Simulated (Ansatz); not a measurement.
## C under changes of volume

One of the cells (5.672 Å³/atom); the others are scaled copies at fixed shape and fractional positions:

```
CELL_PARAMETERS angstrom
0.00000 1.78337 1.78337
1.78337 0.00000 1.78337
1.78337 1.78337 0.00000
ATOMIC_POSITIONS crystal
C 0.75000 0.75000 0.75000
C 0.50000 0.50000 0.50000
```

This isn't the form of C at room conditions, which is graphite.

* Program: Ansatz 0.2.0
* Functional: PBE
* Potentials or basis: PseudoDojo standard (PBE files)
* Cutoff: 1116 eV
* Density cutoff: 4463 eV
* k mesh: 13 × 13 × 13
* Occupations: fermi-dirac, width 0.05 eV
* Spin: no spin polarisation

```tsv
volume (Å³/atom)	energy over the lowest point (meV/atom)	pressure (GPa)	gap on the mesh (eV)
5.332	35.45	32.7	4.34
5.445	16.33	21.5	4.29
5.558	4.74	11.4	4.25
5.672	0.00	2.1	4.20
5.785	1.51	-6.3	4.15
5.899	8.69	-13.9	4.11
6.012	?	?	?
```

Q: What does the run at 6.012 Å³/atom give?

A: Energy over the lowest point 21.05 meV/atom; pressure -20.9 GPa; gap on the mesh 4.07 eV.

Worked out: A Birch-Murnaghan fit of order 3 (a polynomial in V^(-2/3)) to the other rows has its minimum at 5.70 Å³/atom with B0 = V·E''(V) = 431 GPa and B' = 4.0. It gives 20.91 meV/atom at 6.012 Å³/atom, against the run's 21.05, and -dE/dV = -20.7 GPa, against -20.9. A straight line through the other rows of the gap, of slope -2.29 eV per unit of ln V, extrapolates to 4.07 eV, against the run's 4.07.

Energies are extrapolated to zero smearing.

Caveats: odd divisions of the mesh miss points on the zone boundary, where band edges often lie, so the gap on the mesh can be too wide.

A mesh can miss the band edges.
